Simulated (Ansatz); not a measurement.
# Ge (Fmmm) in Ansatz: a series of runs

One crystal, Ge, is run at these levels: PBEsol; tasks: relaxation of cell and atoms.

Everything below comes from runs of Ansatz 0.2.0. Logs are shortened: lines on timing, memory, paths and dates and some standing lists are left out, and cuts for length are marked.

## 1. The structure

The structure is orthorhombic, space group Fmmm (No. 69). Conventional cell: a = 5.261 Å, b = 5.771 Å, c = 10.231 Å, α = 90.00°, β = 90.00°, γ = 90.00°. Ge (site symmetry m2m) is surrounded by 5 Ge at 2.61 to 2.73 Å. Around Ge (site symmetry mm2) lie 6 Ge at 2.71 to 2.96 Å.

This isn't the form of Ge at room conditions, which is diamond.

## 2. Relaxation of cell and atoms, PBEsol

input.yaml

```yaml
crystal:
  lattice:
    - [0.0, 2.88574, 5.115665]
    - [2.630497, 0.0, 5.115665]
    - [2.630497, 2.88574, 0.0]
  atoms:
    - { symbol: Ge, position: [0.72649, 0.27351, 0.72649] }
    - { symbol: Ge, position: [0.27351, 0.72649, 0.27351] }
    - { symbol: Ge, position: [0.218133, 0.218133, 0.781867] }
    - { symbol: Ge, position: [0.781867, 0.781867, 0.218133] }
hamiltonian:
  xc: pbesol
  pseudopotentials: { kind: paw }
kpoints:
  mp_grid: { grid: [7, 7, 7] }
scf:
  occupations: { method: fermi_dirac, width: 0.05 }
output:
  forces: true
  stress: true
  eigenvalues: true
relax:
  f_tol: 0.01
  max_steps: 40
  cell: { stress_tol: 0.05 }
```

Potentials or basis: Ansatz PAW.

On the command line:

```
ansatz run input.yaml --threads 2 --pin off --max-ram 5632MiB --backend cpu --events-out ev --progress --plain --runs-dir out
```

Standard output:

```text
Warning: RAYON_NUM_THREADS=2 ignored (pool sized by the plan → 2); use --threads N
Engine: ansatz 0.2.0, aarch64-unknown-linux-gnu
Pseudopotentials: kind: paw
Pseudopotential: Ge, paw, valence charge 14, recommended cutoff 420 eV (normal), Ge.paw.azcp
Functional definition: PBEsol
  exchange = pbesol_x
  correlation = pbesol_c
Crystal: 4 atoms, lattice volume = 77.665 Å³
Basis set: ecut = 420 eV, 1525 PW (Γ), exchange–correlation on 80×80×54 points (8 copies of the dense FFT grid, shifted against one another)
Bands: 34, of which v1, the nominal top of the filled ones, is band 28 counted from 1 (27 counted from 0)
Symmetry: 8 space group operations
Space group: Fmmm (ITA 69), of the structure as read, at distance tolerance 4.3e-5 Å
k-points: 64 of 343
Non-local potential: Ge, projectors of the file, l = 0: 2, l = 1: 2, l = 2: 3, l = 3: 1
PAW form: soft (Blöchl's): semilocal exchange-correlation on the pseudo side does not see the compensation charge
PAW frozen core: Ge, regenerated for the run's functional, and the local potential with it (the file was generated under x = pbe(κ = 0.804, μ = 0.2195149727645171), c = pbe(β = 0.06672455060314922))
PAW one-centre angular grid: Ge, 590 points (default); XC on 64 Gauss nodes
Initial density: superposition of atomic densities (neutral atoms: chi_scale 0, normalization atom), corrected by the library's trained network
Initial wavefunctions: pseudopotential atomic-orbital guess
Functional: x = pbesol(κ = 0.804, μ = 0.12345679012345678), c = pbesol(β = 0.046)
SCF iter   1: F=—  HF=-17013.279538 eV  |F-HF|=—  |Δ(HF+E_count)|=         —  Δρ=2.11e-3  dr2=2.31e-3  ethr=1.77e-3  ⟨swp⟩=6.0  Hψ=8253  notcnv=0  defer=11
preconditioner: auto → Kerker (q_TF=auto, 2.584 Å⁻¹)  [metal: Δε(μ)=0.056 eV  Ē_g=22.319 eV  σ=0.050 eV  W_gap=0.26  n_scr=28 (ndim 8)  ℏωp=31.5 eV  f_vac=0.000  D(μ)=1.51/eV (n_scr^D=10)]
SCF iter   2: F=—  HF=-17013.276958 eV  |F-HF|=—  |Δ(HF+E_count)|=   2.58e-3  Δρ=1.17e-3  dr2=8.53e-4  ethr=4.12e-6  ⟨swp⟩=2.0  Hψ=4067  notcnv=0  defer=14
SCF iter   3: F=—  HF=-17013.276936 eV  |F-HF|=—  |Δ(HF+E_count)|=   2.22e-5  Δρ=5.25e-4  dr2=2.14e-4  ethr=1.52e-6  ⟨swp⟩=1.0  Hψ=2132  notcnv=0  defer=14
SCF iter   4: F=—  HF=-17013.276920 eV  |F-HF|=—  |Δ(HF+E_count)|=   1.66e-5  Δρ=7.64e-5  dr2=5.26e-6  ethr=3.82e-7  ⟨swp⟩=2.4  Hψ=2763  notcnv=0  defer=14
SCF iter   5: F=—  HF=-17013.276916 eV  |F-HF|=—  |Δ(HF+E_count)|=   4.09e-6  Δρ=4.57e-5  dr2=8.93e-7  ethr=9.39e-9  ⟨swp⟩=2.0  Hψ=3933  notcnv=0  defer=14
SCF iter   6: F=—  HF=-17013.276915 eV  |F-HF|=—  |Δ(HF+E_count)|=   9.55e-7  Δρ=1.54e-5  dr2=9.83e-8  ethr=1.79e-10  ⟨swp⟩=4.5  Hψ=8917  notcnv=0
SCF iter   7: F=-17013.276914 eV  HF=-17013.276914 eV  |F-HF|=2.18e-8  |Δ(HF+E_count)|=   8.54e-8  Δρ=5.75e-6  dr2=1.16e-8  ethr=1.75e-10  ⟨swp⟩=4.0  Hψ=7581  notcnv=0
SCF 1 converged in 7 iterations: F = -17013.276914 eV  dr2 = 1.16e-8
relax step   1: F+E_penalty+E_count = -17013.27691446 eV  Δ(F+E_penalty+E_count) = +0.000e0 eV  max|allowed force component| = 4.292e-2 eV/Å  Δτ_max = 0.0000 Å  P = -3.496 GPa  Ω = 77.665 Å³  (7 SCF iters, dr2 threshold 1.00e-7 eV, accepted)
Crystal: 4 atoms, lattice volume = 71.708 Å³
Basis set: ecut = 420 eV, 1421 PW (Γ), exchange–correlation on 80×80×54 points (8 copies of the dense FFT grid, shifted against one another)
Initial density: handed on by an earlier stage of this run
Initial wavefunctions: those handed on with the density
iter 1 solved again at ethr=5.75e-6 eV; its pass at ethr=3.10e-3 eV (dr2=3.22e-3 eV) is discarded
SCF iter   1: F=—  HF=-17013.316113 eV  |F-HF|=—  |Δ(HF+E_count)|=         —  Δρ=3.01e-3  dr2=3.23e-3  ethr=5.75e-6  ⟨swp⟩=2.2  Hψ=11814  notcnv=0
preconditioner: auto → Kerker (q_TF=auto, 2.618 Å⁻¹)  [metal: Δε(μ)=0.068 eV  Ē_g=22.658 eV  σ=0.050 eV  W_gap=0.32  n_scr=28 (ndim 8)  ℏωp=32.8 eV  f_vac=0.000  D(μ)=1.56/eV (n_scr^D=10)]
SCF iter   2: F=—  HF=-17013.316551 eV  |F-HF|=—  |Δ(HF+E_count)|=   4.39e-4  Δρ=1.87e-3  dr2=1.35e-3  ethr=5.75e-6  ⟨swp⟩=1.0  Hψ=2176  notcnv=0
SCF iter   3: F=—  HF=-17013.316742 eV  |F-HF|=—  |Δ(HF+E_count)|=   1.90e-4  Δρ=2.49e-4  dr2=3.41e-5  ethr=2.41e-6  ⟨swp⟩=1.8  Hψ=3041  notcnv=0
SCF iter   4: F=—  HF=-17013.316721 eV  |F-HF|=—  |Δ(HF+E_count)|=   2.10e-5  Δρ=1.11e-4  dr2=8.54e-6  ethr=6.08e-8  ⟨swp⟩=2.0  Hψ=3716  notcnv=0
SCF iter   5: F=—  HF=-17013.316721 eV  |F-HF|=—  |Δ(HF+E_count)|=   2.81e-7  Δρ=2.96e-5  dr2=8.59e-7  ethr=1.52e-8  ⟨swp⟩=2.8  Hψ=3769  notcnv=0
[... 22 lines left out ...]
SCF iter   5: F=-17013.328614 eV  HF=-17013.328614 eV  |F-HF|=2.69e-8  |Δ(HF+E_count)|=   1.59e-7  Δρ=7.47e-6  dr2=6.03e-8  ethr=2.10e-10  ⟨swp⟩=4.0  Hψ=6669  notcnv=0
SCF 4 converged in 5 iterations: F = -17013.328614 eV  dr2 = 6.03e-8
relax step   4: F+E_penalty+E_count = -17013.32861389 eV  Δ(F+E_penalty+E_count) = -5.496e-4 eV  max|allowed force component| = 6.676e-3 eV/Å  Δτ_max = 0.0159 Å  P = -0.006 GPa  Ω = 73.534 Å³  energy of the carried Pulay correction = +7.466e-4 eV  (5 SCF iters, dr2 threshold 1.18e-7 eV, accepted)
Initial wavefunctions: pseudopotential atomic-orbital guess (no wavefunctions were taken with the density)
iter 1 solved again at ethr=1.66e-8 eV; its pass at ethr=3.10e-3 eV (dr2=9.30e-6 eV) is discarded
SCF iter   1: F=—  HF=-17013.327776 eV  |F-HF|=—  |Δ(HF+E_count)|=         —  Δρ=3.31e-5  dr2=2.51e-7  ethr=1.66e-8  ⟨swp⟩=2.9  Hψ=12766  notcnv=0
preconditioner: auto → Kerker (q_TF=auto, 2.607 Å⁻¹)  [metal: Δε(μ)=0.059 eV  Ē_g=22.581 eV  σ=0.050 eV  W_gap=0.27  n_scr=28 (ndim 8)  ℏωp=32.4 eV  f_vac=0.000  D(μ)=1.60/eV (n_scr^D=10)]
SCF iter   2: F=—  HF=-17013.327766 eV  |F-HF|=—  |Δ(HF+E_count)|=   1.00e-5  Δρ=3.48e-5  dr2=4.47e-7  ethr=4.48e-10  ⟨swp⟩=2.0  Hψ=3975  notcnv=0
SCF iter   3: F=—  HF=-17013.327767 eV  |F-HF|=—  |Δ(HF+E_count)|=   5.05e-8  Δρ=1.48e-5  dr2=9.61e-8  ethr=4.48e-10  ⟨swp⟩=2.6  Hψ=4049  notcnv=0
SCF iter   4: F=—  HF=-17013.327766 eV  |F-HF|=—  |Δ(HF+E_count)|=   5.10e-8  Δρ=2.12e-6  dr2=3.91e-9  ethr=1.72e-10  ⟨swp⟩=2.4  Hψ=3998  notcnv=0
SCF iter   5: F=—  HF=-17013.327766 eV  |F-HF|=—  |Δ(HF+E_count)|=   1.48e-9  Δρ=4.28e-7  dr2=1.62e-10  ethr=6.97e-12  ⟨swp⟩=2.0  Hψ=3973  notcnv=0
SCF iter   6: F=-17013.327766 eV  HF=-17013.327766 eV  |F-HF|=3.64e-12  |Δ(HF+E_count)|=  3.27e-11  Δρ=8.46e-8  dr2=6.90e-12  ethr=1.00e-12  ⟨swp⟩=4.0  Hψ=6558  notcnv=0
SCF 5 converged in 6 iterations: F = -17013.327766 eV  dr2 = 6.90e-12
relax step   5: F+E_penalty+E_count = -17013.32776648 eV  Δ(F+E_penalty+E_count) = +8.474e-4 eV  max|allowed force component| = 6.549e-3 eV/Å  Δτ_max = 0.0000 Å  P = +0.000 GPa  Ω = 73.534 Å³  stress off target by 1.37e-2 GPa  SCF on the basis re-selected at this cell (its energy is not comparable with the rows above)  (6 SCF iters)
basis re-selected at this cell: Δ(F+E_penalty+E_count) = +8.474e-4 eV, ΔP = +0.006 GPa vs the last step (what re-selecting the basis moved, of the pressure what is left beyond the Pulay correction that the steps carried, after the strain that the cell walked since its last selection, with what the two solves' SCF thresholds leave and, on support functions, any second-order correction that the steps lacked; it is no measure of the basis error at this ecutwfc). This SCF's stress stands 1.37e-2 GPa from its target on what of the cell is left free (relax.cell.stress_tol is 5.00e-2 GPa) and its largest allowed force component is 6.55e-3 eV/Å (relax.f_tol is 1.00e-2 eV/Å): within both
SCF converged after 6 iterations
Free energy (F): -17013.327766 eV
Harris-Foulkes:  -17013.327766 eV  (|F-HF|=3.64e-12)
Internal energy: -17013.314872 eV  (E = F + TS)
E sigma→0 (E₀):  -17013.321319 eV
Entropy (-TS):   -0.012895 eV (-3.224 meV/atom)
Fermi energy:    11.150143 eV
--- Per-component energies (eV) ---
  E_band       = -444.838841
  E_kinetic    = 444.883734
  E_local      = -8562.926500  (includes V_loc(G=0)·N_el)
  E_nonlocal   = 1672.580576
  E_hartree    = 3749.223182
  E_xc         = -301.200145
  E_vxc        = -260.394819  (∫ρ·V_xc dr)
  E_paw        = -7908.021843  (= ΣΔE_a)
  E_vpaw       = -1237.429346  (= ΣTr[D̂ρ^β])
  E_aug_tail   = 0.001123  (compensation charges beyond the density's cutoff)
  E_ewald      = -6111.526744
  E_core_change = 3.671745  (= ΣΔE_core)
  E_smearing   = -0.012895  (= −TS)
  E_closure    = 0.000000  (closes the sum)
  Σ components = -17013.327766   (vs F -17013.327766, Δ=0.00e0)
--- Forces (eV/Å), atoms counted from 1 ---
  atom   1  Ge     0.00000000    -0.00654885     0.00000000
  atom   2  Ge     0.00000000     0.00654885     0.00000000
  atom   3  Ge     0.00000000     0.00000000    -0.00061121
  atom   4  Ge     0.00000000     0.00000000     0.00061121
  max |Σ_I F_I| component: 1.08e-19 eV/Å
--- Stress (GPa, compression-positive) ---
       -0.007141       0.000000       0.000000
        0.000000      -0.005888       0.000000
        0.000000       0.000000       0.013740
  P = ⅓ Tr σ = 0.0002 GPa (0.002 kbar)
--- Band table (eV; the first three rows and the last of 64) ---
  k-point 0: bands = ["-13.5919", "-13.5473", "-13.5010", "-13.4902", "-13.4893", "-13.4832", "-13.4793", "-13.4704", "-13.4398", "-13.4215", "-13.3997", "-13.3853", "-13.3463", "-13.3368", "-13.3327", "-13.3194", "-13.3182", "-13.3098", "-13.2567", "-13.2229", "-2.2226", "2.8141", "4.9715", "7.5185", "8.0677", "8.7181", "9.0934", "9.1039", "9.3241", "14.0754", "14.6599", "15.1878", "17.8004", "18.6325"]
  k-point 1: bands = ["-13.5784", "-13.5394", "-13.5012", "-13.4880", "-13.4826", "-13.4806", "-13.4771", "-13.4568", "-13.4358", "-13.4184", "-13.3939", "-13.3901", "-13.3492", "-13.3421", "-13.3387", "-13.3268", "-13.3222", "-13.3177", "-13.2647", "-13.2369", "-1.9891", "2.7358", "5.1952", "6.0626", "6.8631", "8.9185", "9.3672", "10.1659", "10.4738", "14.0394", "15.0328", "15.7431", "16.8591", "17.4360"]
  k-point 2: bands = ["-13.5412", "-13.5169", "-13.5045", "-13.4882", "-13.4698", "-13.4665", "-13.4572", "-13.4301", "-13.4264", "-13.4111", "-13.4028", "-13.3786", "-13.3636", "-13.3576", "-13.3510", "-13.3423", "-13.3386", "-13.3334", "-13.2864", "-13.2717", "-1.2895", "2.7369", "3.4636", "5.1225", "7.1106", "9.1478", "10.0535", "11.3929", "12.0283", "12.4675", "14.5213", "15.0881", "16.3472", "17.1304"]
  k-point 63: bands = ["-13.5669", "-13.5293", "-13.4953", "-13.4811", "-13.4687", "-13.4596", "-13.4546", "-13.4496", "-13.4218", "-13.4203", "-13.3993", "-13.3907", "-13.3700", "-13.3579", "-13.3553", "-13.3521", "-13.3340", "-13.3212", "-13.2743", "-13.2392", "-0.6886", "-0.3530", "4.7586", "7.0535", "8.9147", "10.1354", "11.2971", "11.4412", "12.0465", "12.3848", "13.2102", "14.6049", "15.7146", "15.9603"]
--- Relaxed structure (4 steps of the walk, 4 accepted, 1 SCFs on fresh bases) ---
  F+E_penalty+E_count = -17013.32776648 eV   max|allowed force component| = 6.549e-3 eV/Å   (the final SCF, on the basis selected at the relaxed cell)
  cell:  # Å, volume = 73.5340 Å³
    - [0.0, 2.8571656215260397, 4.959836319568359]
    - [2.594510208928359, 0.0, 4.959836319568359]
    - [2.594510208928359, 2.8571656215260397, 0.0]
  atoms:
    - { symbol: Ge, position: [0.7265391411585822, 0.2734608588414178, 0.7265391411585822] }
    - { symbol: Ge, position: [0.27346085884141785, 0.7265391411585822, 0.2734608588414178] }
    - { symbol: Ge, position: [0.2234502010115094, 0.2234502010115094, 0.7765497989884906] }
    - { symbol: Ge, position: [0.7765497989884906, 0.7765497989884906, 0.22345020101150936] }
```

Wall time 28 s (2 threads of Arm Neoverse V1, shared host); peak memory 0.44 GiB.

Results:

```
Free energy                            : -17013.3278 eV
Relaxed volume                         : 18.38 Å³/atom
Relaxed cell                           : a = 5.724 Å, b = 5.597 Å, c = 3.859 Å, α = 71.84°, β = 68.31°, γ = 39.84°
Space group after relaxing (to 0.05 Å) : Fmmm (No. 69)
Energy gained by relaxing              : 12.7 meV/atom
Ionic steps                            : 5
Pressure after relaxing                : 0.0 GPa
Largest force after relaxing           : 0.007 eV/Å
Band gap on the k mesh                 : none (metal or under the smearing width)
```

Forces in eV/Å, atoms in the order of the input:
```
Ge   0.000 -0.007  0.000
Ge   0.000  0.007  0.000
Ge   0.000  0.000 -0.001
Ge   0.000  0.000  0.001
```

Step by step:
```
step  energy change (eV)  largest force (eV/Å)  volume (Å³)
   1              0.0000                0.0429        77.67
   2             -0.0398                0.0470        71.71
   3             -0.0512                0.0293        73.73
   4             -0.0517                0.0067        73.53
   5             -0.0509                0.0065        73.53
```

Final structure:
```xyz
4
Lattice="0.0000 2.8572 4.9598 2.5945 0.0000 4.9598 2.5945 2.8572 0.0000" Properties=species:S:1:pos:R:3 pbc="T T T"
Ge    2.5945    4.1517    4.9598
Ge    2.5945    1.5626    4.9598
Ge    2.5945    2.8572    2.2166
Ge    2.5945    2.8572    7.7031
```

Levels at points of the mesh, in eV from the Fermi level:
```csv
k point,band 24,band 25,band 26,band 27,band 28,band 29,band 30,band 31,band 32,band 33
"(0.00, 0.00, 0.00)",-3.63,-3.08,-2.43,-2.06,-2.05,-1.83,2.93,3.51,4.04,6.65
```

Caveat: the plane-wave basis is chosen anew once the cell has moved, so the energies of steps on either side of that aren't comparable; the PAW data sets come from PBE, with cores solved anew for the run's functional, which leaves a small shift of forces and pressure.

[end of part 1 of 3]
